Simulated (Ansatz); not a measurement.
**Levels of theory for CsCl (Pm-3m)**

All numbers come from Ansatz 0.2.0. No magnetic order and no zero-point or thermal motion.

A 2-atom cell of CsCl (Pm-3m) from a materials database, relaxed with r2SCAN. Space group Pm-3m (No. 221), cubic; a = 4.137 Å in the conventional setting, 35.40 Å³ an atom. Cs has 8 Cl at 3.58 Å; Cl has 8 Cs at 3.58 Å.

Relaxed lattice by functional, symmetry kept:

| functional | k mesh | a (Å) | volume (Å³/atom) |
| --- | --- | --- | --- |
| PBE | 6×6×6 | 4.203 | 37.12 |
| r2SCAN | 6×6×6 | 4.137 | 35.40 |
| PBEsol | 6×6×6 | 4.071 | 33.74 |
| LDA | 6×6×6 | 3.970 | 31.29 |
| HSE06 | 4×4×4 | 4.175 | 36.38 |

On this one geometry the levels give:
```tsv
level	k mesh	gap (eV)	kind	edges	least direct gap (eV)	rough cost
LDA	6×6×6	4.80	direct	Γ	4.80	1.4 core-seconds
PBE	6×6×6	5.23	direct	Γ	5.23	2.2 core-seconds
PBE+SOC	6×6×6	5.16	direct	Γ	5.16	8 core-seconds
r2SCAN	6×6×6	5.91	direct	Γ	5.91	4 core-seconds
r2SCANh	4×4×4	6.64	direct	Γ	6.64	50 core-seconds
HSE06	4×4×4	6.54	direct	Γ	6.54	40 core-seconds
HSE06+SOC	4×4×4	6.47	direct	Γ	6.47	3 core-minutes
DDH-PBE0	4×4×4	8.12	direct	Γ	8.12	40 core-seconds
PBE0	4×4×4	7.26	direct	Γ	7.26	40 core-seconds
r2SCAN0	4×4×4	7.72	direct	Γ	7.72	50 core-seconds
G0W0@PBE (211 empty bands, 120 eV, 4×4×4)	4×4×4	7.55	–	Γ (mesh)	–	50 core-seconds
G0W0@PBE (524 empty bands, 220 eV, 4×4×4)	4×4×4	7.69	–	Γ (mesh)	–	7 core-minutes
```
PBE: smearing of 0.02 eV; the others have fixed occupations.
Wave cutoffs: 420 eV, 500 eV (r2SCAN, r2SCANh, r2SCAN0).
The G0W0 gap is PBE's gap over the path plus the quasiparticle shift read on the mesh. No extrapolation in bands, cutoff or mesh was made for G0W0.
Costs come from shared machines and give only the order; PBE's includes the band path. The runs had 2 threads of Arm Neoverse V2, on a shared host.

With HSE06 the gap is 6.54 eV and direct, at Γ. Spin-orbit coupling changes the PBE gap by -0.06 eV, to 5.16 eV; at Γ the threefold valence level splits into a fourfold and a twofold level 0.20 eV apart, the fourfold one on top. Spin-orbit coupling changes the HSE06 gap by -0.07 eV, to 6.47 eV; at Γ the threefold valence level splits into a fourfold and a twofold level 0.22 eV apart, the fourfold one on top.

r2SCAN covers 52 % of the step from PBE to HSE06, while HSE06 needs about 10 times r2SCAN's cost (on a coarser mesh). Spin-orbit coupling moves the least or the direct gap by up to 0.07 eV, so it is at the margin where a tenth of an eV counts. Among these functionals the gap stays direct.

On the PBEsol cell (a = 4.071 Å), with PBEsol: The optical mode at Γ lies at 92 cm⁻¹ without the longitudinal term. With the long-range field the highest mode reaches 156 cm⁻¹. ε∞: 2.97 in all directions. With the ions relaxed, ε⁰ is 8.5 in all directions. Born charges, averaged over directions: Cs +1.34, Cl -1.34 e.

Only the levels marked +SOC include spin-orbit coupling.

The meshes of the hybrids are coarse, so their gaps aren't converged to the digits shown.
